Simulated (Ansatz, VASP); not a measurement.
One calculation of Zn, two programs

The input INCAR:

```
PREC = Accurate
ENCUT = 520
EDIFF = 1E-6
ISMEAR = -1
SIGMA = 0.1
LREAL = False
LASPH = True
NELM = 100
ALGO = Normal
ISIF = 2
LWAVE = False
LCHARG = True
GGA = PE
LELF = True
LVHAR = True
NBANDS = 12
```

KPOINTS

```
regular mesh
0
Gamma
  19 19 19
```

The input POSCAR:

```
Zn
1.0
   -1.2011315879      1.2011315879      1.2011315879
    1.2011315879     -1.2011315879      1.2011315879
    1.2011315879      1.2011315879     -1.2011315879
Zn
1
Direct
    0.0000000000      0.0000000000      0.0000000000
```

Input for Ansatz:

```yaml
crystal:
  lattice:
    - [-1.2011315879, 1.2011315879, 1.2011315879]
    - [1.2011315879, -1.2011315879, 1.2011315879]
    - [1.2011315879, 1.2011315879, -1.2011315879]
  atoms:
    - { symbol: Zn, position: [0.0, 0.0, 0.0] }
kpoints:
  mp_grid: { grid: [19, 19, 19] }
scf:
  occupations: { method: fermi_dirac, width: 0.1 }
hamiltonian:
  xc: pbe
  pseudopotentials: { kind: all_electron, lapw: { basis_error: 0.001 } }
output:
  forces: true
  stress: true
  eigenvalues: true
  populations: true
```

Change from the starting cell: volume scaled by 0.45, LAPW.

Alike in both runs: task single point; functional PBE; k mesh 19 × 19 × 19; occupations fermi-dirac, width 0.1 eV; no spin polarisation.

```csv
,VASP,Ansatz
version,VASP 6.6.1,Ansatz 0.2.0
potentials or method,"VASP PAW PBE potentials, release 64 (Zn)","all-electron LAPW, scalar-relativistic"
plane-wave cutoff (eV),520,see its input
```

```tsv
	VASP	Ansatz	Ansatz less VASP
pressure (GPa)	409.2	399.5	-9.64
```

Ansatz ran all-electron here, so the differences hold the error of VASP's frozen core and of both bases.

Caveats: the cell as given lies far from equilibrium; so large a pressure means that the cell lies far from this level's equilibrium, or that cutoff or potentials fall short (VASP).
